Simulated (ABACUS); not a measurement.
## CrCuO2 under changes of volume

One of the cells (10.911 Å³/atom); the others are scaled copies at fixed shape and fractional positions:

```
CELL_PARAMETERS angstrom
1.48670 0.85835 5.70000
-1.48670 0.85835 5.70000
0.00000 -1.71669 5.70000
ATOMIC_POSITIONS crystal
Cu 0.00000 0.00000 0.00000
Cr 0.50000 0.50000 0.50000
O 0.89208 0.89208 0.89208
O 0.10792 0.10792 0.10792
```

* Program: ABACUS 3.10.1
* Functional: PBEsol
* Potentials or basis: PseudoDojo NC SR 0.4.1 PBEsol standard
* Cutoff: 1293 eV
* Density cutoff: 5170 eV
* Basis: plane waves
* k mesh: 10 × 10 × 10
* Occupations: fermi-dirac, width 0.05 eV
* Spin: collinear spin, ferromagnetic start
* Starting moments: [0.6, 3.0, 0.0, 0.0] μB

```tsv
volume (Å³/atom)	energy over the lowest point (meV/atom)	pressure (GPa)	gap on the mesh (eV)	largest force (eV/Å)
10.256	11.56	8.8	0.87	0.109
10.474	2.77	4.1	0.96	0.041
10.692	0.00	0.0	1.00	0.020
10.911	2.62	-3.7	0.97	0.080
11.129	10.04	-7.1	0.94	0.134
11.347	21.75	-10.1	0.92	0.184
11.565	?	?	?	?
```

Problem. What does the run at 11.565 Å³/atom give?

Solution. Energy over the lowest point 37.30 meV/atom; pressure -12.7 GPa; gap on the mesh 0.89 eV; largest force 0.230 eV/Å.

Worked out: A Birch-Murnaghan fit of order 3 (a polynomial in V^(-2/3)) to the other rows has its minimum at 10.69 Å³/atom with B0 = V·E''(V) = 193 GPa and B' = 4.5 at fixed shape and positions, which overstates the stiffness. It gives 37.29 meV/atom at 11.565 Å³/atom, against the run's 37.30, and -dE/dV = -12.7 GPa, against -12.7. A parabola through the other rows of the gap, of slope -4.84 eV per unit of ln V there, extrapolates to 0.83 eV, against the run's 0.89. The fit is too stiff a form for this range.

Energies are extrapolated to zero smearing.

Caveats: only a ferromagnetic start was run, and an antiferromagnetic order may lie lower in energy.

A mesh can miss the band edges.
